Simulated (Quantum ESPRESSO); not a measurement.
GaP:

```
Ga P
1.0
     0.00000    2.80100    2.61806
     2.80100    0.00000    2.61806
     2.80100    2.80100    0.00000
Ga P
1 1
Direct
  0.00000 0.00000 0.00000
  0.25000 0.25000 0.25000
```

Measurements of this composition are mostly on another form, of space group No. 216.

Below is the output of Quantum ESPRESSO 7.5 for this cell. Logs are shortened: lines on timing, memory, paths and dates and some standing lists are left out, and cuts for length are marked.

```text
This program is part of the open-source Quantum ESPRESSO suite
     for quantum simulation of materials; please cite
[... 9 lines left out ...]
     --------------------
     sticks:   dense  smooth     PW     G-vecs:    dense   smooth      PW
     Sum        1187    1187    353                26849    26849    4347

     Using Slab Decomposition

     bravais-lattice index     =            0
     lattice parameter (alat)  =       7.2453  a.u.
     unit-cell volume          =     277.2247 (a.u.)^3
     number of atoms/cell      =            2
     number of atomic types    =            2
     number of electrons       =        18.00
     number of Kohn-Sham states=           15
     kinetic-energy cutoff     =      80.0000  Ry
     charge density cutoff     =     320.0000  Ry
     scf convergence threshold =      4.0E-10
     mixing beta               =       0.5000
     number of iterations used =            8  plain     mixing
     Exchange-correlation= SLA  PW   NOGX NOGC
                           (   1   4   0   0   0   0   0)

     celldm(1)=   7.245277  celldm(2)=   0.000000  celldm(3)=   0.000000
     celldm(4)=   0.000000  celldm(5)=   0.000000  celldm(6)=   0.000000

     crystal axes: (cart. coord. in units of alat)
               a(1) = (   0.000000   0.730562   0.682846 )
               a(2) = (   0.730562   0.000000   0.682846 )
               a(3) = (   0.730562   0.730562   0.000000 )

     reciprocal axes: (cart. coord. in units 2 pi/alat)
               b(1) = ( -0.684405  0.684405  0.732229 )
               b(2) = (  0.684405 -0.684405  0.732229 )
               b(3) = (  0.684405  0.684405 -0.732229 )

     PseudoPot. # 1 for Ga read from file:
     Ga.upf
     Pseudo is Norm-conserving + core correction, Zval = 13.0
     Generated using ONCVPSP code by D. R. Hamann
     Using radial grid of 1858 points,  6 beta functions with:
                l(1) =   0
                l(2) =   0
                l(3) =   1
                l(4) =   1
                l(5) =   2
                l(6) =   2

     PseudoPot. # 2 for P  read from file:
     P.upf
     Pseudo is Norm-conserving + core correction, Zval =  5.0
     Generated using ONCVPSP code by D. R. Hamann
     Using radial grid of 1298 points,  6 beta functions with:
                l(1) =   0
                l(2) =   0
                l(3) =   1
                l(4) =   1
                l(5) =   2
                l(6) =   2

     atomic species   valence    mass     pseudopotential
     Ga               13.00    69.72300     Ga( 1.00)
     P                 5.00    30.97380     P ( 1.00)

      8 Sym. Ops. (no inversion) found

   Cartesian axes

     site n.     atom                  positions (alat units)
         1        Ga     tau(   1) = (   0.0000000   0.0000000   0.0000000  )
         2        P      tau(   2) = (   0.3652809   0.3652809   0.3414232  )

     number of k points=    59  Gaussian smearing, width (Ry)=  0.0007
                       cart. coord. in units 2pi/alat
        k(    1) = (   0.0000000   0.0000000   0.0000000), wk =   0.0039062
        k(    2) = (   0.0855506   0.0855506  -0.0915286), wk =   0.0312500
        k(    3) = (   0.1711012   0.1711012  -0.1830572), wk =   0.0312500
        k(    4) = (   0.2566518   0.2566518  -0.2745859), wk =   0.0312500
        k(    5) = (  -0.3422024  -0.3422024   0.3661145), wk =   0.0156250
        k(    6) = (   0.1711012   0.0000000   0.0000000), wk =   0.0156250
[... 51 lines left out ...]
        k(   58) = (  -0.6844047   0.5133035   0.0000000), wk =   0.0156250
        k(   59) = (   0.0000000   0.0000000  -0.7322290), wk =   0.0039062

     Dense  grid:    26849 G-vectors     FFT dimensions: (  45,  45,  45)

     Initial potential from superposition of free atoms

     starting charge      17.9978, renormalised to      18.0000
     Starting wfcs are   13 randomized atomic wfcs +    2 random wfcs

     Self-consistent Calculation

     iteration #  1     ecut=    80.00 Ry     beta= 0.50
     Davidson diagonalization with overlap
     ethr =  1.00E-02,  avg # of iterations =  4.7

     Threshold (ethr) on eigenvalues was too large:
     Diagonalizing with lowered threshold

     Davidson diagonalization with overlap
     ethr =  3.81E-04,  avg # of iterations =  2.5

     total energy              =    -166.68429722 Ry
     estimated scf accuracy    <       0.06841652 Ry
[... 50 lines left out ...]
     iteration #  9     ecut=    80.00 Ry     beta= 0.50
     Davidson diagonalization with overlap
     ethr =  3.05E-11,  avg # of iterations =  2.2

     End of self-consistent calculation

          k = 0.0000 0.0000 0.0000 (  3343 PWs)   bands (ev):

    -7.4983  -7.4983  -7.4883  -7.4038  -7.4027  -5.2309   7.0557   7.0557
     7.3949   8.6210  10.8978  11.0497  11.0497  15.5909  16.3067
[... 288 lines left out ...]
    -7.6065  -7.4422  -7.4337  -7.4337  -7.3779  -2.1102   0.6891   4.2250
     4.2250   8.4281   8.4523  17.4555  17.4555  18.3328  19.3382

     the Fermi energy is     7.7421 ev

!    total energy              =    -166.69470527 Ry
     estimated scf accuracy    <          1.1E-10 Ry
     smearing contrib. (-TS)   =      -0.00000000 Ry
     internal energy E=F+TS    =    -166.69470527 Ry

     The total energy is F=E-TS. E is the sum of the following terms:
     one-electron contribution =     -77.83535862 Ry
     hartree contribution      =      52.44047673 Ry
     xc contribution           =     -45.24814195 Ry
     ewald contribution        =     -96.05168143 Ry

     convergence has been achieved in   9 iterations

     Forces acting on atoms (cartesian axes, Ry/au):

     atom    1 type  1   force =     0.00000000    0.00000000    0.00000000
     atom    2 type  2   force =    -0.00000000    0.00000000   -0.00000000

     Total force =     0.000000     Total SCF correction =     0.000000

     Computing stress (Cartesian axis) and pressure

          total   stress  (Ry/bohr**3)                   (kbar)     P=      -41.09
  -0.00038488  -0.00000000   0.00000000          -56.62       -0.00        0.00
  -0.00000000  -0.00038488   0.00000000           -0.00      -56.62        0.00
   0.00000000   0.00000000  -0.00006821            0.00        0.00      -10.03

=------------------------------------------------------------------------------=
   JOB DONE.
=------------------------------------------------------------------------------=
```

Question: What input gives this log?

Answer: Single point with LDA, no spin polarisation. The files as run (others can give the same):

pw.in
```
&CONTROL
  calculation = 'scf'
  prefix = 'pwscf'
  outdir = './tmp'
  pseudo_dir = './pseudo'
  tprnfor = .true.
  tstress = .true.
  disk_io = 'nowf'
/
&SYSTEM
  ibrav = 0
  nat = 2
  ntyp = 2
  ecutwfc = 80
  nbnd = 15
  occupations = 'smearing'
  smearing = 'gaussian'
  degauss = 0.00073499
/
&ELECTRONS
  conv_thr = 4d-10
  electron_maxstep = 120
  mixing_beta = 0.5
/
ATOMIC_SPECIES
Ga    69.7230 Ga.upf
P     30.9738 P.upf
CELL_PARAMETERS angstrom
   0.0000000000    2.8010000000    2.6180575000
   2.8010000000    0.0000000000    2.6180575000
   2.8010000000    2.8010000000    0.0000000000
ATOMIC_POSITIONS crystal
Ga     0.0000000000    0.0000000000    0.0000000000
P      0.2500000000    0.2500000000    0.2500000000
K_POINTS automatic
8 8 8 0 0 0
```

Potentials or basis: PseudoDojo 0.4.1 SR LDA standard.
Launch:
```sh
$ OMP_NUM_THREADS=1 pw.x -in pw.in > pw.out
```
